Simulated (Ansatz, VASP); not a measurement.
# BP: VASP beside Ansatz

One calculation is typed for both programs; each brings its own data sets and cutoff. How far apart do they land? The cell is a member of a volume series, scaled by 0.985 from a relaxed one, so a pressure remains. Other levels of theory on this material are compared in a session of their own.

Method: plane waves, with VASP 6.6.1 beside it; single point at r2SCAN, in Ansatz 0.2.0.

**1. Starting point**

It takes space group F-43m (No. 216, cubic). Conventional cell: a = 4.509 Å, b = 4.509 Å, c = 4.509 Å, α = 90.00°, β = 90.00°, γ = 90.00°. Nearest to P lie 4 B at 1.95 Å. Nearest to B lie 4 P at 1.95 Å. Farther neighbours are not listed.

**2. Ansatz: single point, r2SCAN, volume scaled by 0.985**

Ansatz runs on its default PAW (the set named soft_2) files.

With cell and atoms fixed, the geometry can't cause a difference; cores, projectors, grids and the points listed under the comparison can.

input.yaml

```yaml
crystal:
  lattice:
    - [0.0, 2.25471404, 2.25471404]
    - [2.25471404, 0.0, 2.25471404]
    - [2.25471404, 2.25471404, 0.0]
  atoms:
    - { symbol: P, position: [0.75, 0.75, 0.75] }
    - { symbol: B, position: [0.0, 0.0, 0.0] }
hamiltonian:
  xc: r2scan
  pseudopotentials: { kind: paw }
kpoints:
  mp_grid: { grid: [8, 8, 8] }
scf:
  occupations: { method: gaussian, width: 0.03 }
  n_extra_bands: 4
output:
  forces: true
  stress: true
  eigenvalues: true
```

Launch:

```
$ ansatz run input.yaml --threads 2 --pin off --max-ram 4608MiB --backend cpu --events-out ev --progress --plain --runs-dir out
```

Numbers of over 12 decimals in the logs are rounded to 6 here.

The program printed:

```text
scf.n_extra_bands = 4 over 4 filled bands (N_el = 8.0): the run solves 8 bands
Engine: ansatz 0.2.0, aarch64-unknown-linux-gnu
Pseudopotentials: kind: paw
Pseudopotential: P, paw, valence charge 5, recommended cutoff 500 eV (meta_gga), P.paw.azcp
Pseudopotential: B, paw, valence charge 3, recommended cutoff 500 eV (meta_gga), B.paw.azcp
Functional definition: r2SCAN
  parameter k0 = 0.174
  parameter k1 = 0.065
  parameter a1 = 4.9479
  exchange = r2scan_x(k0 = k0, k1 = k1, a1 = a1)
  correlation = r2scan_c
Crystal: 2 atoms, lattice volume = 22.925 Å³
Basis set: ecut = 500 eV, 561 PW (Γ), exchange–correlation on 96×96×96 points (64 copies of the dense FFT grid, shifted against one another)
Bands: 8, of which v1, the nominal top of the filled ones, is band 4 counted from 1 (3 counted from 0)
Symmetry: 24 space group operations
Space group: F-43m (ITA 216), of the structure as read, at distance tolerance 2.8e-5 Å
k-points: 29 of 512 (time reversal used)
Non-local potential: P, projectors of the file, l = 0: 2, l = 1: 2, l = 2: 2
Non-local potential: B, projectors of the file, l = 0: 2, l = 1: 2, l = 2: 1
PAW form: soft (Blöchl's): semilocal exchange-correlation on the pseudo side does not see the compensation charge
PAW frozen core: P, regenerated for the run's functional (the file was generated under x = pbe(κ = 0.804, μ = 0.219515), c = pbe(β = 0.066725))
PAW frozen core: B, regenerated for the run's functional (the file was generated under x = pbe(κ = 0.804, μ = 0.219515), c = pbe(β = 0.066725))
PAW one-centre angular grid: P, 302 points (default); XC on 160 Gauss nodes
PAW one-centre angular grid: B, 302 points (default); XC on 160 Gauss nodes
Initial density: superposition of atomic densities (neutral atoms: chi_scale 0, normalization atom), corrected by the library's trained network
Initial wavefunctions: pseudopotential atomic-orbital guess
Functional: x = r2scan, c = r2scan; τ floored in thin density (d = 2e-4 eV/Å³)
SCF iter   1: F=—  HF=-916.643997 eV  |F-HF|=—  |Δ(HF+E_count)|=         —  Δρ=4.36e-3  dr2=2.15e-3  dr2_τ=1.38e-1  ethr=1.77e-3  ⟨swp⟩=6.1  Hψ=2183  notcnv=0
preconditioner: auto → none  [insulator: Δε(μ)=1.378 eV  Ē_g=13.759 eV  σ=0.030 eV  W_gap=1.00  n_scr=0 (ndim 8)  ℏωp=21.9 eV  f_vac=0.000  D(μ)=0.00/eV (n_scr^D=0)  ε∞_Penn≈3.5]
SCF iter   2: F=—  HF=-916.681137 eV  |F-HF|=—  |Δ(HF+E_count)|=   3.71e-2  Δρ=2.97e-3  dr2=9.33e-4  dr2_τ=3.81e-5  ethr=2.68e-5  ⟨swp⟩=2.8  Hψ=749  notcnv=0
SCF iter   3: F=—  HF=-916.681287 eV  |F-HF|=—  |Δ(HF+E_count)|=   1.50e-4  Δρ=1.05e-3  dr2=2.60e-4  dr2_τ=1.81e-5  ethr=1.17e-5  ⟨swp⟩=2.7  Hψ=416  notcnv=0
SCF iter   4: F=—  HF=-916.681229 eV  |F-HF|=—  |Δ(HF+E_count)|=   5.79e-5  Δρ=3.09e-4  dr2=1.19e-5  dr2_τ=7.81e-7  ethr=3.25e-6  ⟨swp⟩=2.2  Hψ=335  notcnv=0
SCF iter   5: F=—  HF=-916.681233 eV  |F-HF|=—  |Δ(HF+E_count)|=   3.39e-6  Δρ=4.96e-5  dr2=2.54e-7  dr2_τ=2.73e-8  ethr=1.48e-7  ⟨swp⟩=2.2  Hψ=344  notcnv=0
SCF iter   6: F=-916.681233 eV  HF=-916.681233 eV  |F-HF|=5.81e-9  |Δ(HF+E_count)|=   5.53e-8  Δρ=8.51e-6  dr2=7.35e-9  dr2_τ=6.02e-10  ethr=1.25e-9  ⟨swp⟩=6.2  Hψ=1233  notcnv=0
SCF 1 converged in 6 iterations: F = -916.681233 eV  dr2 = 7.35e-9
  greatest PAW one-centre occupation: 0.774 electrons in one spin orbital (limit 2), on the P atom at site 0 (counted from 0), in its partial waves of l = 0
SCF converged after 6 iterations
Free energy (F): -916.681233 eV
Harris-Foulkes:  -916.681233 eV  (|F-HF|=5.81e-9)
Internal energy: -916.681233 eV  (E = F + TS)
E sigma→0 (E₀):  -916.681233 eV
Fermi energy:    10.209075 eV
--- Per-component energies (eV) ---
  E_band       = 20.568308
  E_kinetic    = 122.430069
  E_local      = -65.516309  (includes V_loc(G=0)·N_el)
  E_nonlocal   = 44.282827
  E_hartree    = 16.829067
  E_xc         = -91.412729
  E_vxc        = -108.577946  (∫ρ·V_xc dr)
  E_paw        = -655.884469  (= ΣΔE_a)
  E_vpaw       = -10.660367  (= ΣTr[D̂ρ^β])
  E_aug_tail   = -0.000001  (compensation charges beyond the density's cutoff)
  E_vtau       = 4.951948  (kinetic-family band-sum trace: ∫τ·v_τ [+ j·A + Jᵃ·Aᵃ] dr)
  E_ewald      = -287.300404
  E_core_change = -0.109284  (= ΣΔE_core)
  E_smearing   = -0.000000  (= −TS)
  E_closure    = -0.000000  (closes the sum)
  Σ components = -916.681233   (vs F -916.681233, Δ=0.00e0)
--- Forces (eV/Å), atoms counted from 1 ---
  atom   1  P      0.00000000    -0.00000000     0.00000000
  atom   2  B     -0.00000000     0.00000000     0.00000000
  max |Σ_I F_I| component: 2.59e-16 eV/Å
--- Stress (GPa, compression-positive) ---
        3.166783      -0.000000       0.000000
       -0.000000       3.166783       0.000000
       -0.000000       0.000000       3.166783
  P = ⅓ Tr σ = 3.1668 GPa (31.668 kbar)
--- Band table (eV; the first three rows and the last of 29) ---
  k-point 0: bands = ["-6.9561", "9.4972", "9.4972", "9.4972", "13.1262", "13.1262", "13.1262", "17.7827"]
  k-point 1: bands = ["-6.6561", "7.5171", "9.0342", "9.0342", "13.7655", "13.7665", "13.7665", "18.5746"]
  k-point 2: bands = ["-5.7756", "4.3267", "8.2914", "8.2914", "13.9152", "14.5846", "14.5846", "20.0447"]
  k-point 28: bands = ["-1.3892", "0.7865", "3.4464", "3.6476", "15.2368", "16.7063", "17.3970", "17.4904"]
```

Wall time 1.8 s (2 threads of Arm Neoverse N1, shared host); peak memory 0.3 GiB.

The run ends at a pressure of 3.17 GPa.

**3. VASP: single point, r2SCAN, volume scaled by 0.985**

The same cell, functional, mesh and smearing now go to VASP, with its own data sets and cutoff.

Lines of VASP's logs that name or quote its potential files are left out, and so is its time.

The input asks for a relaxation, which ended at its first step since no free force or stress exceeded the threshold; so it serves as a single point.

INCAR

```
SYSTEM = BP
PREC = Accurate
ENCUT = 500
EDIFF = 1E-06
NELM = 100
ISMEAR = 0
SIGMA = 0.03
LREAL = .FALSE.
ALGO = Normal
METAGGA = R2SCAN
LASPH = .TRUE.
NBANDS = 10
LORBIT = 11
LWAVE = .FALSE.
LCHARG = .FALSE.
KPAR = 4
IBRION = 2
NSW = 30
ISIF = 4
EDIFFG = -0.01
```

POSCAR

```
BP
1.0
    0.0000000000      2.2547140411      2.2547140411
    2.2547140411      0.0000000000      2.2547140411
    2.2547140411      2.2547140411      0.0000000000
P B
1 1
Direct
    0.7500000000      0.7500000000      0.7500000000
    0.0000000000      0.0000000000      0.0000000000
```

KPOINTS

```
Automatic mesh
0
Gamma
8 8 8
0 0 0
```

PAW data sets: P and B (PBE family, release 64).

Launch:

```
$ mpirun -np 4 vasp_std
```

The program printed:

```text
[banner, memory and clock lines left out]
running    4 mpi-ranks, on    1 nodes
 distrk:  each k-point on    1 cores,    4 groups
 distr:  one band on    1 cores,    1 groups

 POSCAR found type information on POSCAR P B
 POSCAR found :  2 types and       2 ions
|                                                                             |
|               ----> ADVICE to this user running VASP <----                  |
|                                                                             |
|     You enforced a specific xc type in the INCAR file but a different       |
|     [... a line on the potential file left out ...]
|     I HOPE YOU KNOW WHAT YOU ARE DOING!                                     |
|                                                                             |

 LDA part: xc-table for (None), standard interpolation
 POSCAR, INCAR and KPOINTS ok, starting setup
 FFT: planning ... GRIDC
 FFT: planning ... GRID_SOFT
 FFT: planning ... GRID
 WAVECAR not read
 entering main loop
       N       E                     dE             d eps       ncg     rms          rms(c)
DAV:   1     0.479271356601E+01    0.47927E+01   -0.39411E+03   580   0.721E+02
DAV:   2    -0.186063672363E+02   -0.23399E+02   -0.22054E+02   808   0.115E+02
DAV:   3    -0.191962758113E+02   -0.58991E+00   -0.58895E+00   722   0.169E+01
DAV:   4    -0.191983171965E+02   -0.20414E-02   -0.20412E-02   704   0.115E+00
DAV:   5    -0.191983256047E+02   -0.84082E-05   -0.84080E-05   678   0.703E-02    0.814E+00
DAV:   6    -0.173605897876E+02    0.18377E+01   -0.11176E+00   684   0.604E+00    0.493E+00
DAV:   7    -0.173087828389E+02    0.51807E-01   -0.23437E-01   730   0.279E+00    0.143E+00
DAV:   8    -0.173055599835E+02    0.32229E-02   -0.18242E-02   732   0.106E+00    0.179E-01
DAV:   9    -0.173058723936E+02   -0.31241E-03   -0.68954E-04   688   0.211E-01    0.704E-02
DAV:  10    -0.173059465515E+02   -0.74158E-04   -0.77974E-05   674   0.752E-02    0.215E-02
DAV:  11    -0.173059470321E+02   -0.48065E-06   -0.42913E-06   758   0.156E-02
   1 F= -.17305947E+02 E0= -.17305947E+02  d E =-.173059E+02
 curvature:   0.00 expect dE= 0.000E+00 dE for cont linesearch  0.000E+00
 trial: gam= 0.00000 g(F)=  0.292E-47 g(S)=  0.131E-32 ort = 0.000E+00 (trialstep = 0.100E+01)
 search vector abs. value=  0.100E-09
 reached required accuracy - stopping structural energy minimisation
```

OUTCAR, selected parts (step 3):

```text
ion  position               nearest neighbor table
   1  0.750  0.750  0.750-   2 1.95   2 1.95   2 1.95   2 1.95
   2  0.000  0.000  0.000-   1 1.95   1 1.95   1 1.95   1 1.95

  LATTYP: Found a face centered cubic cell.
 ALAT       =     4.5094280822

 Subroutine GETGRP returns: Found 24 space group operations
 (whereof 24 operations were pure point group operations)

The static configuration has the point symmetry T_d .

 Found     29 irreducible k-points:

   k-points           NKPTS =     29   k-points in BZ     NKDIM =     29   number of bands    NBANDS=     10

   dimension x,y,z NGX =    24 NGY =   24 NGZ =   24
   dimension x,y,z NGXF=    48 NGYF=   48 NGZF=   48

   ENCUT  =  500.0 eV  36.75 Ry    6.06 a.u.   5.81  5.81  5.81*2*pi/ulx,y,z

   NELECT =       8.0000    total number of electrons

 k-points in reciprocal lattice and weights: Automatic mesh
   0.00000000  0.00000000  0.00000000       0.002
   0.12500000  0.00000000  0.00000000       0.016
   0.25000000  0.00000000  0.00000000       0.016
   0.37500000  0.00000000  0.00000000       0.016
   0.50000000  0.00000000  0.00000000       0.008
   0.12500000  0.12500000  0.00000000       0.012
   0.25000000  0.12500000  0.00000000       0.047
   0.37500000  0.12500000  0.00000000       0.047
   0.50000000  0.12500000  0.00000000       0.047
[...]
-0.37500000  0.50000000  0.12500000       0.023
  -0.25000000  0.50000000  0.25000000       0.012

 average (electrostatic) potential at core
       1 -84.1022       2 -25.8013

 E-fermi :   7.7788

 k-point     1 :       0.0000    0.0000    0.0000
  band No.  band energies     occupation
      1      -8.8188      2.00000
      2       7.6170      2.00000
      3       7.6170      2.00000
      4       7.6170      2.00000
      5      11.2860      0.00000
      6      11.2860      0.00000
      7      11.2860      0.00000
      8      15.9331      0.00000
      9      20.1670      0.00000
    ...

 k-point     2 :       0.1250    0.0000    0.0000
  band No.  band energies     occupation
      1      -8.5189      2.00000
      2       5.6441      2.00000
      3       7.1566      2.00000
      4       7.1566      2.00000
      5      11.9203      0.00000
      6      11.9260      0.00000
      7      11.9260      0.00000
      8      16.7233      0.00000
      9      19.4033      0.00000
    ...

 k-point     3 :       0.2500    0.0000    0.0000
  band No.  band energies     occupation
      1      -7.6383      2.00000
      2       2.4580      2.00000
      3       6.4161      2.00000
      4       6.4161      2.00000
      5      12.0700      0.00000
      6      12.7474      0.00000
      7      12.7474      0.00000
      8      18.1909      0.00000
      9      19.1740      0.00000
    ...

  Total        0.3804483      0.3804483      0.3804483     -0.0000000      0.0000000      0.0000000
  in kB       26.5889908     26.5889908     26.5889908     -0.0000000      0.0000000      0.0000000
  external PRESSURE =      26.5889908 kB  Pullay stress =       0.0000000 kB

  energy-cutoff  :      500.00
  volume of cell :       22.92
      direct lattice vectors                 reciprocal lattice vectors
     0.000000000  2.254714041  2.254714041    -0.221757611  0.221757611  0.221757611
     2.254714041  0.000000000  2.254714041     0.221757611 -0.221757611  0.221757611
     2.254714041  2.254714041  0.000000000     0.221757611  0.221757611 -0.221757611

 POSITION                                       TOTAL-FORCE (eV/Angst)
 -----------------------------------------------------------------------------------
      3.38207      3.38207      3.38207        -0.000000     -0.000000      0.000000
      0.00000      0.00000      0.00000         0.000000      0.000000      0.000000
 -----------------------------------------------------------------------------------
    total drift:                               -0.000000     -0.000000     -0.000000

  FREE ENERGIE OF THE ION-ELECTRON SYSTEM (eV)
  ---------------------------------------------------
  free  energy   TOTEN  =       -17.3059470321 eV

  energy  without entropy=      -17.3059470321  energy(sigma->0) =      -17.30594703

 reached required accuracy - stopping structural energy minimisation

 total charge
# of ion       s       p       d       tot
------------------------------------------
    1        0.985   1.600   0.000   2.586
    2        0.683   1.294   0.000   1.978
--------------------------------------------------
tot          1.669   2.894   0.000   4.563

[... 3 further parts left out ...]
```

**4. Comparison**

Known differences besides the potentials themselves: VASP keeps PBE cores, Ansatz makes them for the functional. Total energies have different zeros and are not compared.

The two programs side by side:

```tsv
quantity	Ansatz	VASP	difference
pressure (GPa)	3.17	2.66	+0.51
gap on the k mesh (eV)	1.424	1.454	-0.030
```

A gap on the mesh is an upper bound, since the band edges may lie between its points.

**5. Further runs**

Further runs change the set-up of one program: Ansatz's method, potentials or start, or VASP's data sets, cutoff or form of LDA. The table gives Ansatz less VASP for each quantity, since a change that brings one quantity closer may part another.

```tsv
run	pressure (GPa)	gap on the k mesh (eV)
as above	0.51	-0.030
Ansatz's all-electron LAPW method	0.46	-0.029
```

**6. Summary of results**

| Item | Value |
| --- | --- |
| difference in gap on the k mesh (single point, r2SCAN, volume scaled by 0.985) | -0.030 eV |
| difference in pressure (single point, r2SCAN, volume scaled by 0.985) | 0.51 GPa |

**Reading.** The difference in pressure is 0.51 GPa (single point, r2SCAN, volume scaled by 0.985), within the 1 GPa picked in this series as the mark of a large difference. For single point, r2SCAN, volume scaled by 0.985, no further run moves any of the tabulated differences by more than a quarter of its size. 7 further runs of this series are not shown here. Such differences can come from data sets, numerical settings and the points named under the comparisons, not from the functional's error against experiment.

[Lines on the potential files, build, host, timing and source positions are cut from VASP's logs without a mark.]

[Logs are printed without paths, hosts, clocks, repeated set-up lines and the standing remarks that a program may print on its own settings, such as how far it seeks lower states.]

[Hosts, paths, dates, database ids (printed as entryN), source tags and the programs' standing remarks are cut or masked in the printed files.]
